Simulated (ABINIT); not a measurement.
# CuO (Pm-3m) in ABINIT: reference runs

Aim: a first look at CuO with PBE, on the cell as given and on a disturbed one.

Program: ABINIT 10.8.3 (patched build). These are calculated values, not measurements. Logs are shortened: lines on timing, memory, paths and dates and some standing lists are left out, and cuts for length are marked. The log counts tension as positive stress, the text compression.

## (1) Starting point

Symmetry: Pm-3m, No. 221, cubic system. Conventional cell: a = 2.553 Å, b = 2.553 Å, c = 2.553 Å, α = 90.00°, β = 90.00°, γ = 90.00°. Around Cu (site symmetry m-3m) lie 8 O at 2.21 Å. Around O (site symmetry m-3m) lie 8 Cu at 2.21 Å.

Measurements of this composition are mostly on another form, of space group No. 15.

## (2) Single point, PBE

File run.abi:

```
# Pseudopotentials
pp_dirpath "./"
pseudos "Cu.GGA_PBE-JTH.xml, O.GGA_PBE-JTH.xml"

# Structure
structure "poscar:POSCAR"
natom 2

# Plane-wave basis
ecut 26.0
pawecutdg 48.0
pawxcdev 0

# k points
kptopt 1
ngkpt 10 10 10
nshiftk 1
shiftk 0.0 0.0 0.0

# Exchange and correlation
ixc 11

# Bands and occupations
nband 17
occopt 3
tsmear 0.00183747

# SCF cycle
nstep 100
tolvrs 1.0e-9

# Output
iomode 3
prtwf 0
prtden 0
prteig 0
prtebands 0
enunit 2
```

File POSCAR:

```
CuO
1.0
    2.5525506100      0.0000000000      0.0000000000
    0.0000000000      2.5525506100      0.0000000000
    0.0000000000      0.0000000000      2.5525506100
Cu O
1 1
Direct
    0.0000000000      0.0000000000      0.0000000000  Cu
    0.5000000000      0.5000000000      0.5000000000  O
```

Potentials or basis: JTH PAW PBE v2.0.

On the command line:

```console
$ mpirun --bind-to none -np 4 abinit run.abi > log 2>&1
```

run.abo:

```text
.Version 10.8.3 of ABINIT
 Symmetries : space group Pm -3 m (#221); Bravais cP (primitive cubic)
================================================================================
 Values of the parameters that define the memory need of the present run
     intxc =       0    ionmov =       0      iscf =      17    lmnmax =      18
     lnmax =       6     mgfft =      24  mpssoang =       3    mqgrid =    3001
     natom =       2  nloc_mem =       2    nspden =       1   nspinor =       1
    nsppol =       1      nsym =      48    n1xccc =       1    ntypat =       2
    occopt =       3   xclevel =       2
       mpw =         731          nfft =       13824          nkpt =          56
Pmy_natom=         1
 PAW method is used; the additional fine FFT grid is defined by:
   mgfftf=        32    nfftf =     32768
================================================================================
================================================================================

--------------------------------------------------------------------------------
------------- Echo of variables that govern the present computation ------------
--------------------------------------------------------------------------------
 -outvars: echo values of preprocessed input variables --------
            acell      1.0000000000E+00  1.0000000000E+00  1.0000000000E+00 Bohr
              amu      6.35460000E+01  1.59994000E+01
             ecut      2.60000000E+01 Hartree
           enunit           2
                       outvar_i_n : Printing only first  50 k-points.
              ixc          11
                       outvar_i_n : Printing only first  50 k-points.
         kptrlatt       10    0    0      0   10    0      0    0   10
          kptrlen      4.82362158E+01
            natom           2
            nband          17
            ngfft          24      24      24
          ngfftdg          32      32      32
             nkpt          56
            nstep         100
             nsym          48
           ntypat           2
                       prtocc : prtvol=0, do not print more k-points.
           occopt           3
        pawecutdg      4.80000000E+01 Hartree
         pawxcdev           0
           prtden           0
        prtebands           0
           prteig           0
            prtwf           0
            rprim      4.8236215754E+00  0.0000000000E+00  0.0000000000E+00
                       0.0000000000E+00  4.8236215754E+00  0.0000000000E+00
                       0.0000000000E+00  0.0000000000E+00  4.8236215754E+00
          spgroup         221
           tolvrs      1.00000000E-09
           tsmear      1.83747000E-03 Hartree
            typat      1  2
           useylm           1
                       outvars : Printing only first  50 k-points.
           xangst      0.0000000000E+00  0.0000000000E+00  0.0000000000E+00
                       1.2762753050E+00  1.2762753050E+00  1.2762753050E+00
            xcart      0.0000000000E+00  0.0000000000E+00  0.0000000000E+00
                       2.4118107877E+00  2.4118107877E+00  2.4118107877E+00
             xred      0.0000000000E+00  0.0000000000E+00  0.0000000000E+00
                       5.0000000000E-01  5.0000000000E-01  5.0000000000E-01
            znucl       29.00000    8.00000

================================================================================

 chkinp: Checking input parameters for consistency.

================================================================================
== DATASET  1 ==================================================================

--- !DatasetInfo
iteration_state: {dtset: 1, }
dimensions: {natom: 2, nkpt: 56, mband: 17, nsppol: 1, nspinor: 1, nspden: 1, mpw: 731, }
cutoff_energies: {ecut:  26.0, pawecutdg:  48.0, }
electrons: {nelect:   2.50000000E+01, charge:   0.00000000E+00, occopt:   3.00000000E+00, tsmear:   1.83747000E-03, }
meta: {optdriver: 0, ionmov: 0, optcell: 0, iscf: 17, paral_kgb: 0, }
...

 Exchange-correlation functional for the present dataset will be:
  GGA: Perdew-Burke-Ernzerhof functional - ixc=11
  J.P.Perdew, K.Burke, M.Ernzerhof, PRL 77, 3865 (1996)

 Real(R)+Recip(G) space primitive vectors, cartesian coordinates (Bohr,Bohr^-1):
 R(1)=  4.8236216  0.0000000  0.0000000  G(1)=  0.2073131  0.0000000  0.0000000
 R(2)=  0.0000000  4.8236216  0.0000000  G(2)=  0.0000000  0.2073131  0.0000000
 R(3)=  0.0000000  0.0000000  4.8236216  G(3)=  0.0000000  0.0000000  0.2073131
 Unit cell volume ucvol=  1.1223277E+02 bohr^3
 Angles (23,13,12)=  9.00000000E+01  9.00000000E+01  9.00000000E+01 degrees

 Coarse grid specifications (used for wave-functions):

 getcut: wavevector=  0.0000  0.0000  0.0000  ngfft=  24  24  24
         ecut(hartree)=     26.000   => boxcut(ratio)=   2.16764

 Fine grid specifications (used for densities):

[... 64 lines left out ...]
comment   : Summary of ground state results
lattice_vectors:
- [  4.8236216,   0.0000000,   0.0000000, ]
- [  0.0000000,   4.8236216,   0.0000000, ]
- [  0.0000000,   0.0000000,   4.8236216, ]
lattice_lengths: [   4.82362,    4.82362,    4.82362, ]
lattice_angles: [ 90.000,  90.000,  90.000, ] # degrees, (23, 13, 12)
lattice_volume:   1.1223277E+02
convergence: {deltae:  1.990E-12, res2:  6.685E-10, residm:  7.857E-05, diffor: null, }
etotal    :  -2.14027638E+02
entropy   :   0.00000000E+00
fermie    :   2.81786597E-01
cartesian_stress_tensor: # hartree/bohr^3
- [ -6.97720477E-04,   0.00000000E+00,   0.00000000E+00, ]
- [  0.00000000E+00,  -6.97720477E-04,   0.00000000E+00, ]
- [  0.00000000E+00,   0.00000000E+00,  -6.97720477E-04, ]
pressure_GPa:   2.0528E+01
xred      :
- [  0.0000E+00,   0.0000E+00,   0.0000E+00, Cu]
- [  5.0000E-01,   5.0000E-01,   5.0000E-01,  O]
cartesian_forces: # hartree/bohr
- [ -0.00000000E+00,  -0.00000000E+00,  -0.00000000E+00, ]
- [ -0.00000000E+00,  -0.00000000E+00,  -0.00000000E+00, ]
force_length_stats: {min:   0.00000000E+00, max:   0.00000000E+00, mean:   0.00000000E+00, }
...

 Integrated electronic density in atomic spheres:
 ------------------------------------------------
 Atom  Sphere_radius  Integrated_density
    1        2.00090         17.28539282
    2        1.41465          4.46174558

================================================================================

 ----iterations are completed or convergence reached----

 Mean square residual over all n,k,spin=   10.281E-08; max=  78.573E-06
 reduced coordinates (array xred) for    2 atoms
       0.000000000000      0.000000000000      0.000000000000
       0.500000000000      0.500000000000      0.500000000000
 rms dE/dt=  0.0000E+00; max dE/dt=  0.0000E+00; dE/dt below (all hartree)
    1       0.000000000000      0.000000000000      0.000000000000
    2       0.000000000000      0.000000000000      0.000000000000

 cartesian coordinates (angstrom) at end:
    1      0.00000000000000     0.00000000000000     0.00000000000000
    2      1.27627530500000     1.27627530500000     1.27627530500000

 cartesian forces (hartree/bohr) at end:
    1     -0.00000000000000    -0.00000000000000    -0.00000000000000
    2     -0.00000000000000    -0.00000000000000    -0.00000000000000
 frms,max,avg= 0.0000000E+00 0.0000000E+00   0.000E+00  0.000E+00  0.000E+00 h/b

 cartesian forces (eV/Angstrom) at end:
    1     -0.00000000000000    -0.00000000000000    -0.00000000000000
    2     -0.00000000000000    -0.00000000000000    -0.00000000000000
 frms,max,avg= 0.0000000E+00 0.0000000E+00   0.000E+00  0.000E+00  0.000E+00 e/A
 length scales=  1.000000000000  1.000000000000  1.000000000000 bohr
              =  0.529177210544  0.529177210544  0.529177210544 angstroms
 Fermi (or HOMO) energy (hartree) =   0.28179   Average Vxc (hartree)=  -0.46960
 Eigenvalues (hartree) for nkpt=  56  k points:
 kpt#   1, nband= 17, wtk=  0.00100, kpt=  0.0000  0.0000  0.0000 (reduced coord)
  -3.84628   -2.27927   -2.27927   -2.27927   -0.45926    0.14628    0.14628    0.20347
   0.20347    0.20347    0.21823    0.21823    0.21823    0.32660    0.87475    0.87475
   1.05158
      occupation numbers for kpt#   1
   2.00000    2.00000    2.00000    2.00000    2.00000    2.00000    2.00000    2.00000
   2.00000    2.00000    2.00000    2.00000    2.00000    0.00000    0.00000    0.00000
   0.00000
 prteigrs : prtvol=0 or 1, do not print more k-points.

 Fermi (or HOMO) energy (eV) =   7.66780   Average Vxc (eV)= -12.77853
 Eigenvalues (   eV  ) for nkpt=  56  k points:
 kpt#   1, nband= 17, wtk=  0.00100, kpt=  0.0000  0.0000  0.0000 (reduced coord)
-104.66252  -62.02201  -62.02201  -62.02201  -12.49700    3.98057    3.98057    5.53668
   5.53668    5.53668    5.93846    5.93846    5.93846    8.88721   23.80306   23.80306
  28.61502
 prteigrs : prtvol=0 or 1, do not print more k-points.

--- !EnergyTerms
iteration_state     : {dtset: 1, }
comment             : Components of total free energy in Hartree
kinetic             :  1.85393904750028E+01
hartree             :  4.43493096215194E+01
xc                  : -5.67092634440892E+00
Ewald energy        : -1.35712190524246E+02
psp_core            :  9.31178009970598E+00
local_psp           : -1.13825001235255E+02
PAW spherical_terms : -3.10191871622661E+01
internal            : -2.14026825069948E+02
'-kT*entropy'       : -8.17927388150866E-04
total_energy        : -2.14027642997336E+02
total_energy_eV     : -5.82398886091744E+03
...

--- !EnergyTermsDC
iteration_state     : {dtset: 1, }
comment             : '"Double-counting" decomposition of free energy'
band_energy         : -1.96231327578642E+01
Ewald energy        : -1.35712190524246E+02
psp_core            :  9.31178009970598E+00
xc_dc               : -4.26719216398215E+01
PAW spherical_terms : -2.53313548446666E+01
internal            : -2.14026819666892E+02
'-kT*entropy'       : -8.17927388150866E-04
total_energy_dc     : -2.14027637594281E+02
total_energy_dc_eV  : -5.82398871389281E+03
...

--- !EnergyTermsWithPAWCore
iteration_state     : {dtset: 1, }
comment             : 'Components of total free energy, including PAW core contributions'
Total energy        : -1.73016293998502E+03
Total energy DC     : -1.73016293458196E+03
Total energy (eV)   : -4.70801320284143E+04
Total energy DC (eV): -4.70801318813897E+04
...

 Cartesian components of stress tensor (hartree/bohr^3)
  sigma(1 1)= -6.97720477E-04  sigma(3 2)=  0.00000000E+00
  sigma(2 2)= -6.97720477E-04  sigma(3 1)=  0.00000000E+00
  sigma(3 3)= -6.97720477E-04  sigma(2 1)=  0.00000000E+00

-Cartesian components of stress tensor (GPa)         [Pressure=  2.0528E+01 GPa]
- sigma(1 1)= -2.05276452E+01  sigma(3 2)=  0.00000000E+00
- sigma(2 2)= -2.05276452E+01  sigma(3 1)=  0.00000000E+00
- sigma(3 3)= -2.05276452E+01  sigma(2 1)=  0.00000000E+00

== END DATASET(S) ==============================================================
================================================================================

 -outvars: echo values of variables after computation  --------
            acell      1.0000000000E+00  1.0000000000E+00  1.0000000000E+00 Bohr
           etotal     -2.1402763759E+02
            fcart     -0.0000000000E+00 -0.0000000000E+00 -0.0000000000E+00
                      -0.0000000000E+00 -0.0000000000E+00 -0.0000000000E+00
            rprim      4.8236215754E+00  0.0000000000E+00  0.0000000000E+00
                       0.0000000000E+00  4.8236215754E+00  0.0000000000E+00
                       0.0000000000E+00  0.0000000000E+00  4.8236215754E+00
           strten     -6.9772047723E-04 -6.9772047723E-04 -6.9772047723E-04
                       0.0000000000E+00  0.0000000000E+00  0.0000000000E+00
           xangst      0.0000000000E+00  0.0000000000E+00  0.0000000000E+00
                       1.2762753050E+00  1.2762753050E+00  1.2762753050E+00
             xred      0.0000000000E+00  0.0000000000E+00  0.0000000000E+00
                       5.0000000000E-01  5.0000000000E-01  5.0000000000E-01
 Calculation completed.
```

Run time: 12 s. Hardware: 4 MPI ranks of Arm Neoverse V1, shared host; peak memory 0.36 GiB.

What came out:

* Free energy: -5823.9887 eV
* Pressure: 20.5 GPa
* Band gap on the k mesh: none (metal or under the smearing width)
* Valence electrons inside the program's atomic spheres: Cu 17.29; O 4.46

Caveat: so large a pressure means that the cell lies far from this level's equilibrium, or that cutoff or potentials fall short; an odd number of electrons without spin polarisation forces a metal; a magnetic or distorted state may lie lower; the run has no spin polarisation, though such a crystal can be magnetic; semilocal functionals often make such compounds metallic where correlation or magnetic order opens a gap, which also shifts bond lengths. With open d or f shells a metallic result of PBE can be an artefact of self-interaction; +U or a hybrid may open a gap.

[end of part 1 of 2]
